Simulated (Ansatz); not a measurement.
Stress against strain in Ag

```xyz
1
Lattice="0.0000 2.0431 2.0431 2.0431 0.0000 2.0431 2.0431 2.0431 0.0000" Properties=species:S:1:pos:R:3 pbc="T T T"
Ag    0.0000    0.0000    0.0000
```

The cell is COD entry 9008459, as deposited and not checked against the literature; nothing was relaxed.

The calculation used DFT, PBE, all-electron LAPW, scalar-relativistic in Ansatz 0.2.0.

Settings: a Γ-centred 15×15×15 k mesh, Fermi–Dirac smearing of 0.05 eV, basis error target 1 meV/atom, no spin polarisation.

The strain is applied along the Cartesian axes of the cell as listed (the other components stay zero). Fractional coordinates are held (clamped ions).

σ is the change of stress from the unstrained cell, which is at 4.54 GPa; tension is positive, so slopes are stress–strain coefficients at that pressure. In a metal the k mesh adds noise.

Only quantities that a quadratic follows smoothly over the whole series are listed; rougher ones are left out.

```tsv
εxx = εyy	σzz (GPa)	σxx (GPa)
-0.0300	-7.60	-8.94
-0.0100	-2.36	-2.56
0.0000	0.00	0.00
0.0100	2.21	2.18
0.0200	4.11	4.14
0.0300	5.70	5.89
```

Question: Fit the series and read off the stiffness at zero strain.

Answer: Least-squares fits y = p0 + p1 x + p2 x² to the rows give σzz (GPa): p1 = 223, p2 = -1100; σxx (GPa): p1 = 245, p2 = -1700. So 2 C12 = 223 GPa and C11 + C12 = 245 GPa.

Question: One run, at εxx = εyy = -0.0200, is withheld. Predict its row.

Answer: The fits give -4.86, -5.61; the run gave -4.87, -5.53.
